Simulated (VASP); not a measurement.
Write the native input for VASP 6.6.1 that does the following.

```yaml
Task: work function
Functional: PBE0
Potentials_or_basis: VASP PAW PBE potentials, release 64 (S, Zr_sv)
Cutoff: 520 eV
k_mesh: 6 × 6 × 1
Occupations: gaussian, width 0.03 eV
Spin: no spin polarisation
Grid_for_exact_exchange_PRECFOCK: Fast
Exchange_at_q_=_0: default
Dipole_correction: yes
Further_INCAR_settings: ALGO = Normal; EDIFF = 1e-06
```

Sheet: ZrS2, a sheet with vacuum.

```xyz
3
Lattice="3.6468 0.0000 0.0000 -1.8234 3.1582 0.0000 0.0000 0.0000 18.9000" Properties=species:S:1:pos:R:3 pbc="T T T"
S     0.0000    2.1055    7.9897
S     1.8234    1.0527   10.9103
Zr    3.6468    0.0000    9.4500
```

The cell was built by a generator and needn't be a form met in nature.

One way to write it, as run:

POSCAR

```
ZrS2                                    
1.0
    3.6468082650     -0.0000000000      0.0000000000
   -1.8234041325      3.1582285983      0.0000000000
    0.0000000000      0.0000000000     18.9000000000
  S               Zr            
     2     1
Direct
     0.3333330000000032    0.6666669999999968    0.4227338696337627
     0.6666669999999968    0.3333330000000032    0.5772661303662372
     1.0000000000000000    0.0000000000000000    0.5000000000000000
```

INCAR.step1

```
SYSTEM = ZrS2
PREC = Accurate
ENCUT = 520
EDIFF = 1E-5
ISMEAR = 0
SIGMA = 0.03
LREAL = .False.
LASPH = .True.
NELM = 100
ALGO = Normal
ISIF = 2
LWAVE = .True.
LDIPOL = .True.
IDIPOL = 3
DIPOL = 0.5 0.5 0.500
GGA = PE
KPAR = 4
```

INCAR.step2

```
SYSTEM = ZrS2
PREC = Accurate
ENCUT = 520
EDIFF = 1E-6
ISMEAR = 0
SIGMA = 0.03
LREAL = .False.
LASPH = .True.
NELM = 100
ALGO = Normal
ISIF = 2
LWAVE = .False.
LCHARG = .True.
LDIPOL = .True.
IDIPOL = 3
DIPOL = 0.5 0.5 0.500
GGA = PE
LHFCALC = .True.
AEXX = 0.25
PRECFOCK = Fast
LVHAR = .True.
LVACPOTAV = .True.
ISTART = 1
KPAR = 4
```

KPOINTS

```
regular mesh
0
Gamma
  6 6 1
  0 0 0
```

Potentials or basis: VASP PAW PBE potentials, release 64 (S, Zr_sv).

Command:

```sh
$ cat potpaw_PBE.64/S/POTCAR potpaw_PBE.64/Zr_sv/POTCAR > POTCAR
$ cp INCAR.step1 INCAR
$ mpirun -np 4 vasp_std > vasp.out
$ cp INCAR.step2 INCAR
$ mpirun -np 4 vasp_std > vasp.out
```

Results of the run:

* Largest force: 0.162 eV/Å
* Band gap on the k mesh: 2.59 eV, indirect (least direct gap 3.28 eV)
* Ionisation potential of the upper face: 7.34 eV

Caveat: the PAW data sets were made with another functional, which shifts forces and pressure a little.

It took 2.1 min on 4 MPI ranks on Intel(R) Xeon(R) Platinum 8559C (Emerald Rapids) (shared host), peak memory 0.32 GiB a rank.
